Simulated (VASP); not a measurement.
# Sm (I4/mmm) in VASP: further runs

One crystal, Sm, is run at these levels: PBE; tasks: single point.

Everything below comes from runs of VASP 6.6.1. Logs are shortened: lines on timing, memory, paths and dates and some standing lists are left out, and cuts for length are marked.

**1. The crystal as given**

The structure is tetragonal, space group I4/mmm (No. 139). The conventional cell has a = 3.635 Å, b = 3.635 Å, c = 5.122 Å, α = 90.00°, β = 90.00°, γ = 90.00°. Sm (site symmetry 4/mmm) has 12 Sm at 3.63 Å as nearest neighbours.

This isn't the form of Sm at room conditions, which is rhombohedral.

**2. Single point, PBE, collinear spin, ferromagnetic start**

File INCAR:

```
SYSTEM = Sm
PREC = Accurate
ENCUT = 400
EDIFF = 1E-6
ISMEAR = 1
SIGMA = 0.2
LREAL = .False.
LASPH = .True.
NELM = 100
ALGO = Normal
ISIF = 2
LWAVE = .False.
LCHARG = .False.
ISPIN = 2
MAGMOM = 5
LORBIT = 11
LMAXMIX = 6
GGA = PE
ADDGRID = .False.
```

File KPOINTS:

```
regular mesh
0
Gamma
  4 4 4
  0 0 0
```

File POSCAR:

```
Sm
1.0
   -1.8424340000      1.8281900000      2.5309280000
    1.8521830000     -1.8921630000      2.5832430000
    1.7732950000      1.8230240000     -2.5763240000
Sm
1
Direct
    0.0008670000     -0.0165060000      0.0081580000
```

Potentials or basis: VASP PAW PBE potentials, release 64 (Sm).

On the command line:

```console
$ cat potpaw_PBE.64/Sm/POTCAR > POTCAR
$ mpirun -np 1 vasp_std > vasp.out
```

OUTCAR:

```text
SYSTEM = Sm
   PREC = Accurate
   ENCUT = 400
   EDIFF = 1E-6
   ISMEAR = 1
   LREAL = .False.
   LASPH = .True.
   NELM = 100
   ISIF = 2
   ISPIN = 2
   LORBIT = 11
   GGA = PE

 Found     36 irreducible k-points:

 Following reciprocal coordinates:
            Coordinates               Weight
  0.000000  0.000000  0.000000      1.000000
  0.250000 -0.000000  0.000000      2.000000
  0.500000 -0.000000  0.000000      1.000000
  0.000000  0.250000 -0.000000      2.000000
  0.250000  0.250000  0.000000      2.000000
  0.500000  0.250000  0.000000      2.000000
   k-points           NKPTS =     36   k-points in BZ     NKDIM =     36   number of bands    NBANDS=     15
   number of dos      NEDOS =    301   number of ions     NIONS =      1
   total plane-waves  NPLWV =  13824
   dimension x,y,z NGX =    24 NGY =   24 NGZ =   24
   dimension x,y,z NGXF=    48 NGYF=   48 NGZF=   48
   ions per type =               1
   NGX,Y,Z   is equivalent  to a cutoff of  11.01, 10.79, 11.02 a.u.
   NGXF,Y,Z  is equivalent  to a cutoff of  22.01, 21.57, 22.04 a.u.
 SYSTEM =  Sm
   PREC   = accura    normal or accurate (medium, high low for compatibility)
   ISTART =      0    job   : 0-new  1-cont  2-samecut
   ICHARG =      2    charge: 1-file 2-atom 10-const
   ISPIN  =      2    spin polarized calculation?
   LNONCOLLINEAR =      F non collinear calculations
   LSORBIT =      F    spin-orbit coupling
   LASPH  =      T    aspherical Exc in radial PAW
   ENCUT  =  400.0 eV  29.40 Ry    5.42 a.u.   5.91  6.03  5.90*2*pi/ulx,y,z
   NELM   =    100;   NELMIN=  2; NELMDL= -5     # of ELM steps
   EDIFF  = 0.1E-05   stopping-criterion for ELM
   LREAL  =      F    real-space projection
   EDIFFG = 0.1E-04   stopping-criterion for IOM
   NSW    =      0    number of steps for IOM
   IBRION =     -1    ionic relax: 0-MD 1-quasi-New 2-CG
   NFREE  =      0    steps in history (QN), initial steepest desc. (CG)
   ISIF   =      2    stress and relaxation
   ISYM   =      2    0-nonsym 1-usesym 2-fastsym
   POTIM  = 0.5000    time-step for ionic-motion
   TEBEG  =    0.0;   TEEND  =   0.0 temperature during run
   PSTRESS=    0.0 pullay stress
   NELECT =      16.0000    total number of electrons
   NUPDOWN=      -1.0000    fix difference up-down
   EMIN   =  10.00;   EMAX   =-10.00  energy-range for DOS
   EFERMI =   0.00;   METHOD = LEGACY
   ISMEAR =     1;   SIGMA  =   0.20  broadening in eV -4-tet -1-fermi 0-gaus
   EFERMI_NEDOS =   21; number of points for ismear=-14 and -15
   IALGO  =     38    algorithm
   IMIX   =      4    mixing-type and parameters
     AMIX     =   0.40;   BMIX     =  1.00
     AMIX_MAG =   1.60;   BMIX_MAG =  1.00
  volume/ion in A,a.u.               =      33.83       228.31
  Fermi-wavevector in a.u.,A,eV,Ry     =   1.275481  2.410310 22.134673  1.626853
  Thomas-Fermi vector in A             =   2.408191
   LORBIT       =     11    0 simple, 1 ext, 2 COOP (PROOUT), +10 PAW based schemes
   GGA     = PE    functional components
   LHFCALC =     F    Hartree Fock is set to
   AEXX    =    0.0000 exact exchange contribution
   IVDW    =     0    specifies the selected vdW correction
   LEPSILON=     F    determine dielectric tensor
   LRPA    =     F    only Hartree local field effects (RPA)
 spin polarized calculation
 Methfessel and Paxton  Order N= 1 SIGMA  =   0.20
  energy-cutoff  :      400.00
  volume of cell :       33.83
 maximum number of plane-waves:       624
   NGX = 11   NGY = 13   NGZ = 11

 number of electron      16.0000001 magnetization       6.8501518

 Free energy of the ion-electron system (eV)
  ---------------------------------------------------
  ext. energy  EPLUGINS =         0.00000000
  ---------------------------------------------------
  free energy    TOTEN  =        -9.22483662 eV

  energy without entropy =       -9.20329302  energy(sigma->0) =       -9.21765542

 E-fermi :   3.1815     XC(G=0):  -9.7356

 val. band max:        3.1700080998   @ k =   0.2500   0.5000   0.5000
 cond. band min:       3.2269257568   @ k =   0.5000   0.5000   0.2500
 fundamental gap:      0.0569176570
 Fermi energy:         3.1815451651

 spin component 1

 k-point     1 :       0.0000    0.0000    0.0000
  band No.  band energies     occupation
      1     -36.8942      1.00000
      2     -16.0706      1.00000
      3     -16.0441      1.00000
      4     -16.0300      1.00000
      5      -1.5742      1.00000
      6       2.8424      1.01874
      7       2.9150      1.03392
      8       2.9189      1.03439
      9       2.9239      1.03489
     10       2.9259      1.03505
     11       2.9430      1.03529
     12       2.9544      1.03408
     13       4.5921     -0.00000
     14       4.8986     -0.00000
[... 77 lines left out ...]
      2     -16.8788      1.00000
      3     -16.4516      1.00000
      4     -16.2786      1.00000
      5       1.6475      1.00000
      6       2.5735      1.00007
      7       2.6268      1.00031
      8       2.6857      1.00127
      9       2.7722      1.00686
     10       2.9794      1.02623
     11       3.1226      0.73779
     12       3.1434      0.65836
     13       3.4091     -0.03415
     14       4.2153     -0.00000
     15       6.3545     -0.00000

 [... further k-points ...]

 spin component 2

 k-point     1 :       0.0000    0.0000    0.0000
  band No.  band energies     occupation
      1     -34.1593      1.00000
      2     -13.9148      1.00000
      3     -13.8861      1.00000
      4     -13.8712      1.00000
      5       0.0297      1.00000
      6       5.9877     -0.00000
      7       6.0779     -0.00000
      8       6.3064     -0.00000
      9       6.4666     -0.00000
     10       6.6761     -0.00000
     11       6.7454     -0.00000
     12       6.7842     -0.00000
     13       7.3521      0.00000
     14       7.3600      0.00000
[... 77 lines left out ...]
      2     -14.8145      1.00000
      3     -14.3409      1.00000
      4     -14.1467      1.00000
      5       3.1464      0.64639
      6       4.2704     -0.00000
      7       5.3753     -0.00000
      8       6.7079     -0.00000
      9       6.7506     -0.00000
     10       6.8714     -0.00000
     11       6.9522     -0.00000
     12       7.0299     -0.00000
     13       7.1045     -0.00000
     14       7.2033      0.00000
     15       8.1662      0.00000

 [... further k-points ...]
[... 5 lines left out ...]
  --------------------------------------------------------------------------------------
  -------------------------------------------------------------------------------------
  Total        0.3261803      0.2667344      0.3225600      0.0577640      0.1188601     -0.0175021
  in kB       15.4470701     12.6318632     15.2756242      2.7355568      5.6289128     -0.8288534
  external PRESSURE =      14.4515192 kB  Pullay stress =       0.0000000 kB

 VOLUME and BASIS-vectors are now :
 -----------------------------------------------------------------------------
  energy-cutoff  :      400.00
  volume of cell :       33.83
      direct lattice vectors                 reciprocal lattice vectors
    -1.842434000  1.828190000  2.530928000     0.004892204  0.276448139  0.198983867
     1.852183000 -1.892163000  2.583243000     0.275599134  0.007644485  0.195105370
     1.773295000  1.823024000 -2.576324000     0.281145287  0.279242012  0.002957090

 POSITION                                       TOTAL-FORCE (eV/Angst)
 -----------------------------------------------------------------------------------
      1.83448     -1.84447      2.52178         0.000000      0.000000      0.000000
 -----------------------------------------------------------------------------------
    total drift:                               -0.000012     -0.000012      0.000014

  FREE ENERGIE OF THE ION-ELECTRON SYSTEM (eV)
  ---------------------------------------------------
  free  energy   TOTEN  =        -9.2248366213 eV

  energy  without entropy=       -9.2032930216  energy(sigma->0) =       -9.21765542

 total charge

# of ion       s       p       d       f       tot
--------------------------------------------------
    1        2.073   5.603   0.480   5.525  13.681

 magnetization (x)

# of ion       s       p       d       f       tot
--------------------------------------------------
    1        0.007  -0.040   0.303   5.519   5.789
```

OSZICAR:

```text
N       E                     dE             d eps       ncg     rms          rms(c)
DAV:   1     0.849687811242E+02    0.84969E+02   -0.50624E+03  2519   0.326E+03
DAV:   2     0.278389492245E+01   -0.82185E+02   -0.76869E+02  2809   0.248E+02
[... 21 lines left out ...]
DAV:  24    -0.922483218983E+01    0.47066E-05   -0.48098E-05  3964   0.196E-01    0.919E-02
DAV:  25    -0.922484204727E+01   -0.98574E-05   -0.15583E-04  3691   0.287E-01    0.736E-02
DAV:  26    -0.922484273944E+01   -0.69218E-06   -0.53902E-05  3570   0.175E-01    0.494E-02
DAV:  27    -0.922483782350E+01    0.49159E-05   -0.19704E-05  2866   0.116E-01    0.383E-02
DAV:  28    -0.922483723966E+01    0.58384E-06   -0.12894E-05  2215   0.778E-02    0.344E-02
DAV:  29    -0.922483662129E+01    0.61837E-06   -0.31660E-06  1649   0.527E-02
   1 F= -.92248366E+01 E0= -.92176554E+01  d E =-.215436E-01  mag=     6.8502
```

Run time: 34 s. Hardware: 1 thread of Intel Xeon Platinum 8488C (Sapphire Rapids), shared host; peak memory 0.16 GiB.

The run converged, but some of its settings lie outside the range that counts as converged, so its numbers aren't taken as properties of the crystal.

Results:

```yaml
Free_energy: -9.2248 eV
Pressure: 1.4 GPa
Band_gap_on_the_k_mesh: none (metal or under the smearing width)
Net_moment: 6.85 μB per cell
Site_moments: Sm +5.79 μB
Valence_electrons_inside_the_program's_atomic_spheres: Sm 13.68
```

Caveat: the k mesh is coarse (spacing up to 0.62 Å⁻¹), so the values aren't converged; the cutoff is under 1.25 times the usual one of these potentials, so pressure, stress and relaxed cells hold a basis-set (Pulay) error; the magnetic or orbital state may not be the lowest; spin-orbit coupling is left out, which moves the levels of the heavy elements.

**3. Single point, PBE, collinear spin, ferromagnetic start**

INCAR: that of step 2 with these lines changed.

```diff
@@ -2,3 +2,3 @@
 PREC = Accurate
-ENCUT = 400
+ENCUT = 280
 EDIFF = 1E-6
```

File KPOINTS:

```
regular mesh
0
Gamma
  5 5 5
  0 0 0
```

File POSCAR:

```
Sm
1.0
   -1.8173030691      1.8173030691      2.5609871902
    1.8173030691     -1.8173030691      2.5609871902
    1.8173030691      1.8173030691     -2.5609871902
Sm
1
Direct
    0.0000000000      0.0000000000      0.0000000000
```

Potentials or basis: VASP PAW PBE potentials, release 64 (Sm).

On the command line:

```console
$ cat potpaw_PBE.64/Sm/POTCAR > POTCAR
$ mpirun -np 1 vasp_std > vasp.out
```

OUTCAR:

```text
SYSTEM = Sm
   PREC = Accurate
   ENCUT = 280
   EDIFF = 1E-6
   ISMEAR = 1
   LREAL = .False.
   LASPH = .True.
   NELM = 100
   ISIF = 2
   ISPIN = 2
   LORBIT = 11
   GGA = PE

 Found     18 irreducible k-points:

 Following reciprocal coordinates:
            Coordinates               Weight
  0.000000  0.000000  0.000000      1.000000
  0.200000  0.000000 -0.000000      8.000000
  0.400000  0.000000  0.000000      8.000000
  0.200000  0.200000 -0.000000      8.000000
  0.400000  0.200000 -0.000000     16.000000
 -0.400000  0.200000  0.000000     16.000000
   k-points           NKPTS =     18   k-points in BZ     NKDIM =     18   number of bands    NBANDS=     15
   number of dos      NEDOS =    301   number of ions     NIONS =      1
   total plane-waves  NPLWV =   8000
   dimension x,y,z NGX =    20 NGY =   20 NGZ =   20
   dimension x,y,z NGXF=    40 NGYF=   40 NGZF=   40
   ions per type =               1
   NGX,Y,Z   is equivalent  to a cutoff of   9.16,  9.16,  9.16 a.u.
   NGXF,Y,Z  is equivalent  to a cutoff of  18.33, 18.33, 18.33 a.u.
 SYSTEM =  Sm
   PREC   = accura    normal or accurate (medium, high low for compatibility)
   ISTART =      0    job   : 0-new  1-cont  2-samecut
   ICHARG =      2    charge: 1-file 2-atom 10-const
   ISPIN  =      2    spin polarized calculation?
   LNONCOLLINEAR =      F non collinear calculations
   LSORBIT =      F    spin-orbit coupling
   LASPH  =      T    aspherical Exc in radial PAW
   ENCUT  =  280.0 eV  20.58 Ry    4.54 a.u.   4.95  4.95  4.95*2*pi/ulx,y,z
   NELM   =    100;   NELMIN=  2; NELMDL= -5     # of ELM steps
   EDIFF  = 0.1E-05   stopping-criterion for ELM
   LREAL  =      F    real-space projection
   EDIFFG = 0.1E-04   stopping-criterion for IOM
   NSW    =      0    number of steps for IOM
   IBRION =     -1    ionic relax: 0-MD 1-quasi-New 2-CG
   NFREE  =      0    steps in history (QN), initial steepest desc. (CG)
   ISIF   =      2    stress and relaxation
   ISYM   =      2    0-nonsym 1-usesym 2-fastsym
   POTIM  = 0.5000    time-step for ionic-motion
   TEBEG  =    0.0;   TEEND  =   0.0 temperature during run
   PSTRESS=    0.0 pullay stress
   NELECT =      16.0000    total number of electrons
   NUPDOWN=      -1.0000    fix difference up-down
   EMIN   =  10.00;   EMAX   =-10.00  energy-range for DOS
   EFERMI =   0.00;   METHOD = LEGACY
   ISMEAR =     1;   SIGMA  =   0.20  broadening in eV -4-tet -1-fermi 0-gaus
   EFERMI_NEDOS =   21; number of points for ismear=-14 and -15
   IALGO  =     38    algorithm
   IMIX   =      4    mixing-type and parameters
     AMIX     =   0.40;   BMIX     =  1.00
     AMIX_MAG =   1.60;   BMIX_MAG =  1.00
  volume/ion in A,a.u.               =      33.83       228.31
[... 131 lines left out ...]
      4     -16.3029      1.00000
      5       1.2311      1.00000
      6       2.5414      1.00003
      7       2.7083      1.00190
      8       2.7098      1.00196
      9       2.8148      1.01246
     10       2.8254      1.01441
     11       3.1001      0.82742
     12       3.1056      0.80992
     13       3.5646     -0.01104
     14       4.4037     -0.00000
     15       6.0331     -0.00000

 [... further k-points ...]

 spin component 2

 k-point     1 :       0.0000    0.0000    0.0000
  band No.  band energies     occupation
      1     -34.2455      1.00000
      2     -13.9602      1.00000
      3     -13.9602      1.00000
      4     -13.9593      1.00000
      5      -0.0575      1.00000
      6       6.0946     -0.00000
      7       6.2065     -0.00000
      8       6.2065     -0.00000
      9       6.2374     -0.00000
     10       6.7244     -0.00000
     11       6.7244     -0.00000
     12       6.7309     -0.00000
     13       7.4013      0.00000
     14       7.4013      0.00000
[... 77 lines left out ...]
      2     -14.7918      1.00000
      3     -14.2408      1.00000
      4     -14.1875      1.00000
      5       2.6938      1.00139
      6       4.2998     -0.00000
      7       5.2257     -0.00000
      8       6.6303     -0.00000
      9       6.7647     -0.00000
     10       6.8388     -0.00000
     11       6.9567     -0.00000
     12       6.9971     -0.00000
     13       7.1076     -0.00000
     14       7.2747      0.00000
     15       7.9409      0.00000

 [... further k-points ...]
[... 5 lines left out ...]
  --------------------------------------------------------------------------------------
  -------------------------------------------------------------------------------------
  Total       -0.0777439     -0.0777439     -0.0721725      0.0000000      0.0000000      0.0000000
  in kB       -3.6817532     -3.6817532     -3.4179078      0.0000000      0.0000000      0.0000000
  external PRESSURE =      -3.5938047 kB  Pullay stress =       0.0000000 kB

 VOLUME and BASIS-vectors are now :
 -----------------------------------------------------------------------------
  energy-cutoff  :      280.00
  volume of cell :       33.83
      direct lattice vectors                 reciprocal lattice vectors
    -1.817303069  1.817303069  2.560987190     0.000000000  0.275132975  0.195237212
     1.817303069 -1.817303069  2.560987190     0.275132975  0.000000000  0.195237212
     1.817303069  1.817303069 -2.560987190     0.275132975  0.275132975  0.000000000

 POSITION                                       TOTAL-FORCE (eV/Angst)
 -----------------------------------------------------------------------------------
      0.00000      0.00000      0.00000         0.000000     -0.000000     -0.000000
 -----------------------------------------------------------------------------------
    total drift:                                0.000000      0.000000      0.000000

  FREE ENERGIE OF THE ION-ELECTRON SYSTEM (eV)
  ---------------------------------------------------
  free  energy   TOTEN  =        -9.2104490852 eV

  energy  without entropy=       -9.1925714316  energy(sigma->0) =       -9.20448987

 total charge

# of ion       s       p       d       f       tot
--------------------------------------------------
    1        2.079   5.611   0.471   5.505  13.666

 magnetization (x)

# of ion       s       p       d       f       tot
--------------------------------------------------
    1        0.001  -0.037   0.314   5.500   5.778
```

Wall time 22 s (1 thread of Intel Xeon Platinum 8488C (Sapphire Rapids), shared host); peak memory 0.14 GiB.

The run converged, but a check on its numbers failed (symmetry, net force, bounds or a known fault of this set-up), so they aren't taken as properties of the crystal.

Caveat: the k mesh is coarse (spacing up to 0.49 Å⁻¹), so the values aren't converged; the cutoff lies under the usual one of these potentials, so the numbers hold a large basis-set error; the magnetic or orbital state may not be the lowest; spin-orbit coupling is left out, which moves the levels of the heavy elements.

[end of part 1 of 2]
